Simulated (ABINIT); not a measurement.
# SnTe (Fm-3m) in ABINIT: a series of runs

The runs below take SnTe through equation of state, with revPBE, BLYP.

Everything below comes from runs of ABINIT 10.8.3 (patched build). Logs are shortened: lines on timing, memory, paths and dates and some standing lists are left out, and cuts for length are marked. The log counts tension as positive stress, the text compression.

## 1. The crystal as given

Symmetry: Fm-3m, No. 225, cubic system. The conventional cell has a = 6.302 Å, b = 6.302 Å, c = 6.302 Å, α = 90.00°, β = 90.00°, γ = 90.00°. Te (site symmetry m-3m) has 6 Sn at 3.15 Å as nearest neighbours. Sn (site symmetry m-3m) has 6 Te at 3.15 Å as nearest neighbours.

## 2. Equation of state, revPBE

The input, run.abi:

```
# Datasets: one volume each
ndtset 7
getwfk -1
scalecart1 3*0.9795861087
scalecart2 3*0.9864848297
scalecart3 3*0.9932883884
scalecart4 3*1.0000000000
scalecart5 3*1.0066227096
scalecart6 3*1.0131594038
scalecart7 3*1.0196128224

# Pseudopotentials
pp_dirpath "./"
pseudos "Te.GGA_PBE-JTH.xml, Sn.GGA_PBE-JTH.xml"

# Structure
acell 3*1.0
rprim
     0.0000000000     5.9542435598     5.9542435598
     5.9542435598     0.0000000000     5.9542435598
     5.9542435598     5.9542435598     0.0000000000
ntypat 2
znucl 52 50
natom 2
typat 1 2
xred
     0.5000000000     0.5000000000     0.5000000000
     0.0000000000     0.0000000000     0.0000000000

# Plane-wave basis
ecut 15.0
pawecutdg 30.0

# k points
kptopt 1
ngkpt 7 7 7
nshiftk 1
shiftk 0.0 0.0 0.0

# Exchange and correlation
ixc 14

# Bands and occupations
nband 14
occopt 3
tsmear 0.05 eV

# SCF cycle
nstep 100
tolvrs 1.0e-9

# Output
iomode 3
prtwf 1
prtden 0
prteig 0
prtebands 0
enunit 2
```

Potentials or basis: JTH PAW PBE v2.0.

Run with:

```sh
> abinit run.abi > log 2>&1
```

run.abo:

```text
.Version 10.8.3 of ABINIT
 DATASET    1 : space group Fm -3 m (#225); Bravais cF (face-center cubic)
================================================================================
 Values of the parameters that define the memory need for DATASET  1.
     intxc =       0    ionmov =       0      iscf =      17    lmnmax =      18
     lnmax =       6     mgfft =      30  mpssoang =       3    mqgrid =    3001
     natom =       2  nloc_mem =       2    nspden =       1   nspinor =       1
    nsppol =       1      nsym =      48    n1xccc =       1    ntypat =       2
    occopt =       3   xclevel =       2
       mpw =        1117          nfft =       27000          nkpt =          20
 PAW method is used; the additional fine FFT grid is defined by:
   mgfftf=        45    nfftf =     91125
================================================================================
================================================================================
[... 71 lines left out ...]
 DATASET    7 : space group Fm -3 m (#225); Bravais cF (face-center cubic)
================================================================================
 Values of the parameters that define the memory need for DATASET  7.
     intxc =       0    ionmov =       0      iscf =      17    lmnmax =      18
     lnmax =       6     mgfft =      30  mpssoang =       3    mqgrid =    3001
     natom =       2  nloc_mem =       2    nspden =       1   nspinor =       1
    nsppol =       1      nsym =      48    n1xccc =       1    ntypat =       2
    occopt =       3   xclevel =       2
       mpw =        1267          nfft =       27000          nkpt =          20
 PAW method is used; the additional fine FFT grid is defined by:
   mgfftf=        45    nfftf =     91125
================================================================================
================================================================================

--------------------------------------------------------------------------------
------------- Echo of variables that govern the present computation ------------
--------------------------------------------------------------------------------
 -outvars: echo values of preprocessed input variables --------
            acell      1.0000000000E+00  1.0000000000E+00  1.0000000000E+00 Bohr
              amu      1.27600000E+02  1.18710000E+02
             ecut      1.50000000E+01 Hartree
           enunit           2
           getwfk          -1
              ixc          14
           jdtset        1    2    3    4    5    6    7
         kptrlatt        7    0    0      0    7    0      0    0    7
          kptrlen1     5.77407275E+01
          kptrlen2     5.81473657E+01
          kptrlen3     5.85483947E+01
          kptrlen4     5.89440040E+01
          kptrlen5     5.93343730E+01
          kptrlen6     5.97196719E+01
          kptrlen7     6.01000623E+01
            natom           2
            nband          14
           ndtset           7
            ngfft          30      30      30
          ngfftdg          45      45      45
             nkpt          20
            nstep         100
             nsym          48
           ntypat           2
           occopt           3
        pawecutdg      3.00000000E+01 Hartree
         pawxcdev           0
           prtden           0
        prtebands           0
           prteig           0
            rprim1     0.0000000000E+00  5.8326942790E+00  5.8326942790E+00
                       5.8326942790E+00  0.0000000000E+00  5.8326942790E+00
                       5.8326942790E+00  5.8326942790E+00  0.0000000000E+00
            rprim2     0.0000000000E+00  5.8737709441E+00  5.8737709441E+00
                       5.8737709441E+00  0.0000000000E+00  5.8737709441E+00
                       5.8737709441E+00  5.8737709441E+00  0.0000000000E+00
            rprim3     0.0000000000E+00  5.9142809897E+00  5.9142809897E+00
                       5.9142809897E+00  0.0000000000E+00  5.9142809897E+00
                       5.9142809897E+00  5.9142809897E+00  0.0000000000E+00
            rprim4     0.0000000000E+00  5.9542435598E+00  5.9542435598E+00
                       5.9542435598E+00  0.0000000000E+00  5.9542435598E+00
                       5.9542435598E+00  5.9542435598E+00  0.0000000000E+00
            rprim5     0.0000000000E+00  5.9936767858E+00  5.9936767858E+00
                       5.9936767858E+00  0.0000000000E+00  5.9936767858E+00
                       5.9936767858E+00  5.9936767858E+00  0.0000000000E+00
            rprim6     0.0000000000E+00  6.0325978551E+00  6.0325978551E+00
                       6.0325978551E+00  0.0000000000E+00  6.0325978551E+00
                       6.0325978551E+00  6.0325978551E+00  0.0000000000E+00
            rprim7     0.0000000000E+00  6.0710230813E+00  6.0710230813E+00
                       6.0710230813E+00  0.0000000000E+00  6.0710230813E+00
                       6.0710230813E+00  6.0710230813E+00  0.0000000000E+00
          spgroup         225
           tolvrs      1.00000000E-09
           tsmear      1.83746611E-03 Hartree
            typat      1  2
           useylm           1
           xangst1     3.0865288885E+00  3.0865288885E+00  3.0865288885E+00
                       0.0000000000E+00  0.0000000000E+00  0.0000000000E+00
           xangst2     3.1082657236E+00  3.1082657236E+00  3.1082657236E+00
                       0.0000000000E+00  0.0000000000E+00  0.0000000000E+00
           xangst3     3.1297027165E+00  3.1297027165E+00  3.1297027165E+00
                       0.0000000000E+00  0.0000000000E+00  0.0000000000E+00
           xangst4     3.1508499979E+00  3.1508499979E+00  3.1508499979E+00
                       0.0000000000E+00  0.0000000000E+00  0.0000000000E+00
           xangst5     3.1717171624E+00  3.1717171624E+00  3.1717171624E+00
                       0.0000000000E+00  0.0000000000E+00  0.0000000000E+00
           xangst6     3.1923133053E+00  3.1923133053E+00  3.1923133053E+00
                       0.0000000000E+00  0.0000000000E+00  0.0000000000E+00
           xangst7     3.2126470593E+00  3.2126470593E+00  3.2126470593E+00
                       0.0000000000E+00  0.0000000000E+00  0.0000000000E+00
            xcart1     5.8326942790E+00  5.8326942790E+00  5.8326942790E+00
                       0.0000000000E+00  0.0000000000E+00  0.0000000000E+00
            xcart2     5.8737709441E+00  5.8737709441E+00  5.8737709441E+00
                       0.0000000000E+00  0.0000000000E+00  0.0000000000E+00
            xcart3     5.9142809897E+00  5.9142809897E+00  5.9142809897E+00
                       0.0000000000E+00  0.0000000000E+00  0.0000000000E+00
            xcart4     5.9542435598E+00  5.9542435598E+00  5.9542435598E+00
                       0.0000000000E+00  0.0000000000E+00  0.0000000000E+00
            xcart5     5.9936767858E+00  5.9936767858E+00  5.9936767858E+00
                       0.0000000000E+00  0.0000000000E+00  0.0000000000E+00
            xcart6     6.0325978551E+00  6.0325978551E+00  6.0325978551E+00
                       0.0000000000E+00  0.0000000000E+00  0.0000000000E+00
            xcart7     6.0710230813E+00  6.0710230813E+00  6.0710230813E+00
                       0.0000000000E+00  0.0000000000E+00  0.0000000000E+00
             xred      5.0000000000E-01  5.0000000000E-01  5.0000000000E-01
                       0.0000000000E+00  0.0000000000E+00  0.0000000000E+00
            znucl       52.00000   50.00000

================================================================================

 chkinp: Checking input parameters for consistency, jdtset=   1.

 chkinp: Checking input parameters for consistency, jdtset=   2.
[... 40 lines left out ...]
 getcut: wavevector=  0.0000  0.0000  0.0000  ngfft=  45  45  45
         ecut(hartree)=     30.000   => boxcut(ratio)=   2.16343

--- Pseudopotential description ------------------------------------------------
- pspini: atom type   1  psp file is ./Te.GGA_PBE-JTH.xml
 Pseudopotential format is: paw10
 basis_size (lnmax)=  4 (lmn_size=  8), orbitals=   0   0   1   1
 Spheres core radius: rc_sph= 2.31107438
 Shapefunction is SIN type: shapef(r)=[sin(pi*r/rshp)/(pi*r/rshp)]**2
 Radius for shape functions =  2.10488624
 Compensation charge density is not taken into account in XC energy/potential

- pspini: atom type   2  psp file is ./Sn.GGA_PBE-JTH.xml
 Pseudopotential format is: paw10
 basis_size (lnmax)=  6 (lmn_size= 18), orbitals=   0   0   1   1   2   2
 Spheres core radius: rc_sph= 2.51086398
 Shapefunction is BESSEL type: shapef(r,l)=aa(1,l)*jl(q(1,l)*r)+aa(2,l)*jl(q(2,l)*r)
 Radius for shape functions =  1.40702157
 Compensation charge density is not taken into account in XC energy/potential

   2.71771569E+03                                ecore*ucvol(ha*bohr**3)
--------------------------------------------------------------------------------

================================================================================

--- !BeginCycle
iteration_state: {dtset: 1, }
solver: {iscf: 17, nstep: 100, nline: 4, wfoptalg: 10, }
tolerances: {tolvrs: 1.00E-09, }
...
[... 1281 lines left out ...]
-Cartesian components of stress tensor (GPa)         [Pressure=  4.5522E-01 GPa]
- sigma(1 1)= -4.55220144E-01  sigma(3 2)=  0.00000000E+00
- sigma(2 2)= -4.55220144E-01  sigma(3 1)=  0.00000000E+00
- sigma(3 3)= -4.55220144E-01  sigma(2 1)=  0.00000000E+00

== END DATASET(S) ==============================================================
================================================================================

 -outvars: echo values of variables after computation  --------
            acell      1.0000000000E+00  1.0000000000E+00  1.0000000000E+00 Bohr
           etotal1    -7.7970152327E+01
           etotal2    -7.7971912701E+01
           etotal3    -7.7973313088E+01
           etotal4    -7.7974386410E+01
           etotal5    -7.7975168877E+01
           etotal6    -7.7975682841E+01
           etotal7    -7.7975952545E+01
            fcart1    -0.0000000000E+00 -0.0000000000E+00 -0.0000000000E+00
                      -0.0000000000E+00 -0.0000000000E+00 -0.0000000000E+00
            fcart2    -0.0000000000E+00 -0.0000000000E+00 -0.0000000000E+00
                      -0.0000000000E+00 -0.0000000000E+00 -0.0000000000E+00
            fcart3    -0.0000000000E+00 -0.0000000000E+00 -0.0000000000E+00
                      -0.0000000000E+00 -0.0000000000E+00 -0.0000000000E+00
            fcart4    -0.0000000000E+00 -0.0000000000E+00 -0.0000000000E+00
                      -0.0000000000E+00 -0.0000000000E+00 -0.0000000000E+00
            fcart5    -0.0000000000E+00 -0.0000000000E+00 -0.0000000000E+00
                      -0.0000000000E+00 -0.0000000000E+00 -0.0000000000E+00
[... 38 lines left out ...]
                       0.0000000000E+00  0.0000000000E+00  0.0000000000E+00
           xangst1     3.0865288885E+00  3.0865288885E+00  3.0865288885E+00
                       0.0000000000E+00  0.0000000000E+00  0.0000000000E+00
           xangst2     3.1082657236E+00  3.1082657236E+00  3.1082657236E+00
                       0.0000000000E+00  0.0000000000E+00  0.0000000000E+00
           xangst3     3.1297027165E+00  3.1297027165E+00  3.1297027165E+00
                       0.0000000000E+00  0.0000000000E+00  0.0000000000E+00
           xangst4     3.1508499979E+00  3.1508499979E+00  3.1508499979E+00
                       0.0000000000E+00  0.0000000000E+00  0.0000000000E+00
           xangst5     3.1717171624E+00  3.1717171624E+00  3.1717171624E+00
                       0.0000000000E+00  0.0000000000E+00  0.0000000000E+00
           xangst6     3.1923133053E+00  3.1923133053E+00  3.1923133053E+00
                       0.0000000000E+00  0.0000000000E+00  0.0000000000E+00
           xangst7     3.2126470593E+00  3.2126470593E+00  3.2126470593E+00
                       0.0000000000E+00  0.0000000000E+00  0.0000000000E+00
             xred      5.0000000000E-01  5.0000000000E-01  5.0000000000E-01
                       0.0000000000E+00  0.0000000000E+00  0.0000000000E+00
 Calculation completed.
```

It took 56 s on 1 thread of AMD EPYC 9R14 (Zen 4), shared host; peak memory 0.14 GiB.

What came out:

```yaml
Equilibrium_volume: "33.62 Å³/atom (rough: see the caveat)"
Bulk_modulus: 38 GPa (rough)
```

Energy against volume, from the lowest point:
| volume (Å³/atom) | energy (meV/atom) |
| --- | --- |
| 29.404 | 78.92 |
| 30.030 | 54.96 |
| 30.656 | 35.91 |
| 31.281 | 21.31 |
| 31.907 | 10.66 |
| 32.532 | 3.67 |
| 33.158 | 0.00 |

Caveat: the cutoff is too short for stress, so the log's stress isn't used; pressures at fixed basis lie under the slope of the energies; this odd mesh misses L, where the gap lies, so gap, dielectric constants and Born charges aren't listed; the minimum lies outside the volumes run; the PAW data sets were made with another functional, which shifts forces and pressure a little. The run has no spin-orbit coupling, so splittings on Te are missing.

## 3. Equation of state, BLYP

The input, run.abi:

```
ndtset 7
getwfk -1
scalecart1 3*0.9795861087
scalecart2 3*0.9864848297
scalecart3 3*0.9932883884
scalecart4 3*1.0000000000
scalecart5 3*1.0066227096
scalecart6 3*1.0131594038
scalecart7 3*1.0196128224

pp_dirpath "./"
pseudos "Te.GGA_PBE-JTH.xml, Sn.GGA_PBE-JTH.xml"

acell 3*1.0 Angstrom
rprim
     0.0000000000     3.1508500000     3.1508500000
     3.1508500000     0.0000000000     3.1508500000
     3.1508500000     3.1508500000     0.0000000000
ntypat 2
znucl 52 50
natom 2
typat 1 2
xred
     0.5000000000     0.5000000000     0.5000000000
     0.0000000000     0.0000000000     0.0000000000

ecut 408.170794 eV
pawecutdg 30.0

kptopt 1
ngkpt 7 7 7
nshiftk 1
shiftk 0.0 0.0 0.0

ixc -106131

nband 14
occopt 3
tsmear 0.00183747

nstep 100
tolvrs 1.0e-9

iomode 3
prtwf 1
prtden 0
prteig 0
prtebands 0
enunit 2
```

Potentials or basis: JTH PAW PBE v2.0.

Run with:

```sh
> abinit run.abi > log 2>&1
```

Wall time 66 s (1 thread of AMD EPYC 9R14 (Zen 4), shared host); peak memory 0.14 GiB.

It converged, with:

```
Equilibrium volume : 35.76 Å³/atom (rough: see the caveat)
Bulk modulus       : 34 GPa (rough)
```

Energy against volume, from the lowest point:
| volume (Å³/atom) | energy (meV/atom) |
| --- | --- |
| 29.404 | 146.45 |
| 30.030 | 109.86 |
| 30.656 | 78.76 |
| 31.281 | 52.68 |
| 31.907 | 31.09 |
| 32.532 | 13.65 |
| 33.158 | 0.00 |

Caveat: the cutoff is too short for stress, so the log's stress isn't used; pressures at fixed basis lie under the slope of the energies; this odd mesh misses L, where the gap lies, so gap, dielectric constants and Born charges aren't listed; the minimum lies outside the volumes run; the PAW data sets were made with another functional, which shifts forces and pressure a little. Spin-orbit coupling is left out, which matters for the levels of Te.
